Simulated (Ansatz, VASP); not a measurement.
**AlN: VASP beside Ansatz**

```
Al N
1.0
     3.27107    0.00000    0.00000
    -1.63553    2.83283    0.00000
     0.00000    0.00000    5.24386
Al N
2 2
Direct
  0.66667 0.33333 0.49970
  0.33333 0.66667 0.99970
  0.66667 0.33333 0.88030
  0.33333 0.66667 0.38030
```

Alike in both runs: task single point; functional PBE; k mesh 12 × 12 × 6; occupations gaussian, width 0.02 eV; no spin polarisation.

|  | VASP | Ansatz |
| --- | --- | --- |
| version | VASP 6.6.1 | Ansatz 0.2.0 |
| potentials or method | VASP PAW PBE potentials, release 64 (Al, N) | scalar-relativistic, plane waves, PAW |
| plane-wave cutoff (eV) | 520 | 420 |
| valence electrons in the cell | 16 | 16 |

```csv
,VASP,Ansatz,Ansatz less VASP
gap on the k mesh at the Fermi level (eV),2.95,2.95,-0.003
least direct gap on the mesh (eV),2.95,2.95,-0.003
pressure (GPa),-19.9,-19.7,+0.22
largest component of the traceless stress (GPa),1.02,0.99,-0.024
```

Caveats: so large a pressure means that the cell lies far from this level's equilibrium, or that cutoff or potentials fall short (VASP). A k mesh can miss the band edges. PBE gaps usually lie below the measured ones, often by a third to a half.
